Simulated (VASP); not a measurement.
Wanted: the native input for a VASP 6.6.1 run.

```
Task                   : optical spectrum
Functional             : BLYP
Dispersion             : D3
Potentials or basis    : VASP PAW PBE potentials, release 54 (Mo_sv, Si)
Cutoff                 : 800 eV
k mesh                 : 12 × 12 × 12
Occupations            : fermi-dirac, width 0.1 eV
Spin                   : no spin polarisation
Further INCAR settings : ALGO = Fast; EDIFF = 1e-07; NBANDS = 35
```

The structure of Si2Mo lies in POSCAR:

```
Si2Mo
1.0
   -1.6000000000      1.6000000000      3.9305000000
    1.6000000000     -1.6000000000      3.9305000000
    1.6000000000      1.6000000000     -3.9305000000
Mo Si
1 2
Direct
    0.0000000000      0.0000000000      0.0000000000
    0.6670000000      0.6670000000      0.0000000000
    0.3330000000      0.3330000000      0.0000000000
```

One way to write it, as run:

INCAR

```
AGGAC = 1.0 ; AGGAX = 1.0
ALDAC = 0.0 ; ALDAX = 1.0
ALGO = Fast ; CSHIFT = 0.1
EDIFF = 1E-7 ; ENCUT = 800
GGA = B5 ; ISIF = 2
ISMEAR = -1 ; IVDW = 11
LASPH = T ; LCHARG = F
LOPTICS = T ; LREAL = F
LWAVE = F ; NBANDS = 35
NEDOS = 2000 ; NELM = 80
PREC = Accurate ; SIGMA = 0.1
VDW_S6 = 1.0 ; VDW_S8 = 1.682
VDW_SR = 1.094 ; VDW_SR8 = 1.0
```

KPOINTS

```
k-points
0
Gamma
  12 12 12
```

Potentials or basis: VASP PAW PBE potentials, release 54 (Mo_sv, Si).

The run is started by

```sh
$ cat potpaw_PBE.54/Mo_sv/POTCAR potpaw_PBE.54/Si/POTCAR > POTCAR
$ mpirun -np 1 vasp_std > vasp.out
```

Results of the run:

The pressure is 1.8 GPa, the largest force is 0.275 eV/Å and the band gap on the k mesh is none (metal or under the smearing width). The dispersion energy per atom is -0.690 eV.

Caveat: spectra need much finer meshes, so this one isn't converged; these spectra lack excitons; the intraband (Drude) part of a metal's response may be missing; the PAW data sets were made with another functional, which shifts forces and pressure a little; pairwise dispersion overbinds metals, which lowers pressure and volume.

Wall time 11 min on 1 thread of Intel(R) Xeon(R) Platinum 8488C (Sapphire Rapids) (shared host), peak memory 0.85 GiB.
